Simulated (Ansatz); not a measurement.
Steps from a short run of molecular dynamics on a 2×2×2 supercell (16 atoms) of CaO (Fm-3m), relaxed with r2SCAN; forces from PBE in the PAW code Ansatz, 2×2×2 mesh, Fermi-Dirac smearing of 0.112 eV, Langevin thermostat and barostat (NPT), set at 1300 K. Spin polarisation is off, nuclei are classical, and the run is far too short for thermal averages.

Q: At 12 fs the positions in Å are
```
cell (Å): 0.000 4.797 4.797; 4.797 0.000 4.797; 4.797 4.797 0.000
Ca   0.013  -0.055   0.021
O    2.428   2.383   2.491
Ca   2.382   2.363  -0.036
O    4.789   4.845   2.339
Ca   2.365   0.087   2.276
O    4.791   2.503   4.873
Ca   4.807   2.385   2.416
O    7.127   4.889   4.645
Ca  -0.028   2.434   2.406
O    2.188   4.716   4.669
Ca   2.374   4.762   2.417
O    4.786   7.000   4.903
Ca   2.434   2.463   4.830
O    4.950   4.847   7.207
Ca   4.853   4.739   4.697
O    7.125   7.260   7.237
```
What are the forces, and how far does the free energy (smearing included) lie above that of step 0, with the atoms on their sites?

A: 53.5 meV an atom; forces in eV/Å:
```
cell (Å), as above: 0.000 4.797 4.797; 4.797 0.000 4.797; 4.797 4.797 0.000
Ca  -1.147   0.250  -0.422
O   -0.209   0.261  -0.774
Ca   0.076   0.440   0.032
O   -0.060  -0.106   0.026
Ca   0.302  -0.316   0.968
O    0.107  -0.758  -0.099
Ca  -0.027  -0.264  -0.141
O    0.628  -0.742   0.484
Ca   0.163  -0.028   0.221
O    1.235   0.712   0.781
Ca   0.145   0.254  -0.695
O   -0.482   1.208  -0.576
Ca  -0.458  -1.116  -0.135
O   -1.167  -0.502  -0.070
Ca   0.221   0.746   0.468
O    0.673  -0.040  -0.065
```

Q: At 36 fs the positions in Å are
```
cell (Å): 0.000 4.830 4.830; 4.830 0.000 4.830; 4.830 4.830 0.000
Ca  -0.101  -0.094   0.039
O    2.550   2.406   2.454
Ca   2.409   2.349  -0.041
O    4.906   4.968   2.249
Ca   2.412   0.202   2.202
O    4.818   2.521   4.941
Ca   4.978   2.308   2.480
O    7.270   4.879   4.561
Ca  -0.051   2.510   2.360
O    2.189   4.710   4.625
Ca   2.279   4.733   2.359
O    4.808   6.822   5.054
Ca   2.444   2.420   4.874
O    4.952   4.821   7.292
Ca   4.976   4.729   4.576
O    7.157   7.258   7.317
```
What are the forces, and how far does the free energy (smearing included) lie above that of step 0, with the atoms on their sites?

A: 109.8 meV an atom; forces in eV/Å:
```
cell (Å), as above: 0.000 4.830 4.830; 4.830 0.000 4.830; 4.830 4.830 0.000
Ca   0.229   0.232  -0.497
O   -0.637   0.511  -0.442
Ca   0.411  -0.084  -0.076
O   -0.285  -0.381   0.519
Ca   0.386  -0.995   0.639
O    0.182  -0.768  -0.356
Ca  -1.241   0.077  -0.473
O    0.056  -0.598   0.858
Ca  -0.067  -0.611   0.467
O    0.723   0.455   0.822
Ca   1.199   0.283   0.159
O   -0.243   2.087  -0.887
Ca  -0.388  -0.297  -0.459
O   -1.055  -0.456  -0.143
Ca  -0.445   0.552   0.273
O    1.175  -0.006  -0.403
```

Q: At 48 fs the positions in Å are
```
cell (Å): 0.000 4.855 4.855; 4.855 0.000 4.855; 4.855 4.855 0.000
Ca  -0.146  -0.146   0.038
O    2.574   2.447   2.320
Ca   2.439   2.359  -0.018
O    4.905   5.015   2.291
Ca   2.447   0.178   2.257
O    4.859   2.442   4.943
Ca   4.996   2.302   2.464
O    7.354   4.743   4.580
Ca  -0.088   2.542   2.361
O    2.243   4.828   4.749
Ca   2.309   4.743   2.307
O    4.838   6.972   5.084
Ca   2.435   2.370   4.919
O    4.826   4.803   7.279
Ca   5.055   4.774   4.606
O    7.232   7.222   7.398
```
What are the forces, and how far does the free energy (smearing included) lie above that of step 0, with the atoms on their sites?

A: 92.9 meV an atom; forces in eV/Å:
```
cell (Å), as above: 0.000 4.855 4.855; 4.855 0.000 4.855; 4.855 4.855 0.000
Ca   1.331   0.474  -0.213
O   -0.638   0.288   0.629
Ca   0.098  -0.680  -0.209
O   -0.269  -0.594   0.494
Ca   0.057  -0.720  -0.114
O   -0.312  -0.004  -0.439
Ca  -0.985   0.120   0.061
O   -0.613   0.517   1.065
Ca   0.045  -0.999   0.180
O    0.414  -0.616  -0.023
Ca   0.685   0.304   1.173
O    0.518   1.129  -1.138
Ca   0.032   0.640  -0.560
O    0.313  -0.038  -0.087
Ca  -1.268   0.210   0.325
O    0.593  -0.032  -1.146
```

Q: At 52 fs the positions in Å are
```
cell (Å): 0.000 4.863 4.863; 4.863 0.000 4.863; 4.863 4.863 0.000
Ca  -0.148  -0.150   0.042
O    2.559   2.463   2.296
Ca   2.448   2.365  -0.014
O    4.879   5.022   2.326
Ca   2.458   0.169   2.290
O    4.861   2.410   4.936
Ca   4.991   2.292   2.463
O    7.359   4.710   4.605
Ca  -0.103   2.548   2.361
O    2.280   4.863   4.802
Ca   2.313   4.738   2.303
O    4.848   7.034   5.097
Ca   2.441   2.355   4.934
O    4.801   4.805   7.254
Ca   5.078   4.785   4.631
O    7.267   7.225   7.411
```
What are the forces, and how far does the free energy (smearing included) lie above that of step 0, with the atoms on their sites?

A: 93.3 meV an atom; forces in eV/Å:
```
cell (Å), as above: 0.000 4.863 4.863; 4.863 0.000 4.863; 4.863 4.863 0.000
Ca   1.473   0.480  -0.044
O   -0.567   0.126   0.875
Ca   0.060  -0.882  -0.269
O   -0.144  -0.614   0.330
Ca  -0.139  -0.653  -0.394
O   -0.369   0.114  -0.404
Ca  -0.790   0.249   0.142
O   -0.507   0.800   1.030
Ca   0.099  -1.130   0.143
O    0.198  -0.829  -0.200
Ca   0.768   0.386   1.323
O    0.655   0.869  -1.200
Ca   0.046   0.878  -0.480
O    0.536   0.034   0.071
Ca  -1.605   0.205   0.290
O    0.285  -0.033  -1.214
```

Q: At 64 fs the positions in Å are
```
cell (Å): 0.000 4.890 4.890; 4.890 0.000 4.890; 4.890 4.890 0.000
Ca  -0.104  -0.155   0.037
O    2.483   2.506   2.262
Ca   2.477   2.372   0.004
O    4.824   5.023   2.431
Ca   2.493   0.150   2.386
O    4.841   2.308   4.874
Ca   4.965   2.315   2.485
O    7.326   4.726   4.679
Ca  -0.141   2.522   2.353
O    2.423   4.888   4.932
Ca   2.325   4.749   2.298
O    4.925   7.216   5.114
Ca   2.462   2.349   5.000
O    4.753   4.817   7.217
Ca   5.102   4.828   4.721
O    7.377   7.319   7.361
```
What are the forces, and how far does the free energy (smearing included) lie above that of step 0, with the atoms on their sites?

A: 85.1 meV an atom; forces in eV/Å:
```
cell (Å), as above: 0.000 4.890 4.890; 4.890 0.000 4.890; 4.890 4.890 0.000
Ca   1.091   0.454   0.230
O   -0.247  -0.149   0.929
Ca   0.014  -0.954  -0.555
O    0.040  -0.573  -0.194
Ca  -0.531  -0.609  -0.833
O   -0.037   0.289  -0.070
Ca  -0.353   0.415   0.000
O    0.289   0.719   1.036
Ca   0.507  -0.947   0.099
O   -0.334  -0.569  -0.550
Ca   0.851   0.401   1.373
O    0.332   0.295  -1.053
Ca  -0.057   1.160  -0.517
O    1.119   0.192   0.430
Ca  -2.155   0.186   0.134
O   -0.529  -0.312  -0.460
```

Q: At 68 fs the positions in Å are
```
cell (Å): 0.000 4.897 4.897; 4.897 0.000 4.897; 4.897 4.897 0.000
Ca  -0.073  -0.161   0.044
O    2.454   2.519   2.275
Ca   2.482   2.354   0.012
O    4.810   5.022   2.457
Ca   2.497   0.127   2.405
O    4.825   2.284   4.869
Ca   4.964   2.329   2.500
O    7.303   4.750   4.720
Ca  -0.151   2.508   2.343
O    2.461   4.861   4.957
Ca   2.341   4.758   2.302
O    4.970   7.265   5.100
Ca   2.485   2.365   5.024
O    4.773   4.829   7.223
Ca   5.090   4.842   4.739
O    7.391   7.352   7.338
```
What are the forces, and how far does the free energy (smearing included) lie above that of step 0, with the atoms on their sites?

A: 74.9 meV an atom; forces in eV/Å:
```
cell (Å), as above: 0.000 4.897 4.897; 4.897 0.000 4.897; 4.897 4.897 0.000
Ca   0.802   0.399   0.145
O   -0.088  -0.325   0.696
Ca   0.057  -0.673  -0.491
O    0.107  -0.565  -0.337
Ca  -0.447  -0.479  -0.656
O    0.230   0.296  -0.044
Ca  -0.326   0.333  -0.199
O    0.571   0.458   0.856
Ca   0.742  -0.743   0.246
O   -0.405  -0.250  -0.525
Ca   0.702   0.310   1.210
O   -0.020   0.136  -0.828
Ca  -0.301   0.991  -0.730
O    0.964   0.192   0.482
Ca  -1.993   0.257   0.217
O   -0.594  -0.340  -0.042
```
